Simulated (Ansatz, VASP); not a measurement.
# One calculation of C, two programs

```
C
1.0
     0.00000    1.78337    1.78337
     1.78337    0.00000    1.78337
     1.78337    1.78337    0.00000
C
2
Cartesian
  2.6751 2.6751 2.6751
  1.7834 1.7834 1.7834
```

This isn't the form of C at room conditions, which is graphite.

Alike in both runs: task band structure; functional PBEsol; k mesh 13 × 13 × 13; occupations fermi-dirac, width 0.05 eV; no spin polarisation.

```csv
,VASP,Ansatz
version,VASP 6.6.1,Ansatz 0.2.0
potentials or method,"VASP PAW PBE potentials, release 64 (C)",Ansatz PAW
plane-wave cutoff (eV),520,420
valence electrons in the cell,8,8
```

```tsv
	VASP	Ansatz	Ansatz less VASP
gap on the k mesh at the Fermi level (eV)	4.01	4.02	+0.006
least direct gap on the mesh (eV)	5.54	5.54	+0.001
gap along the band path (eV)	4.00	4.01	+0.008
pressure (GPa)	-3.8	-4.8	-1.05
```

With one functional, cell and mesh, what is left measures potentials, basis and numerics.

Caveats: the PAW data sets were made with another functional, which shifts forces and pressure a little (VASP); the pressure holds a Pulay correction of +1.0 GPa for the finite cutoff (Ansatz); the PAW data sets come from PBE, with cores solved anew for the run's functional, which leaves a small shift of forces and pressure (Ansatz). Expect the measured gap to be larger: semilocal functionals such as PBEsol lack the derivative discontinuity.
